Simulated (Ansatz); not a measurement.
All-electron LAPW in Ansatz 0.2.0 under PBE, scalar-relativistic, energies extrapolated to zero smearing. Slabs are 1×1 cells cut from bulk crystals relaxed on PAW files, with atoms then relaxed, 16 to 20 Å of vacuum, a dipole correction, k spacings of 0.16 to 0.26 Å⁻¹ and smearing of 0.02 to 0.1 eV, without spin–orbit coupling or spin polarisation. The bulk type named needn't be the stable one, and no reconstruction is allowed.

```tsv
slab	area (Å²)	γ (J/m²)	Φ (eV)	Δd12 (%)
fcc Sb (111), 4 layers	9.95	?	3.93	-11.1
fcc Sb (100), 5 layers	11.48	0.21	4.10	-12.3
fcc Sb (100), 3 layers	11.48	0.22	?	-5.3
```

Question: Fill in "Φ (eV)" for the row "fcc Sb (100), 3 layers".

Answer: 4.44.

Question: Give the missing entry: row "fcc Sb (111), 4 layers", column "γ (J/m²)".

Answer: 0.20.
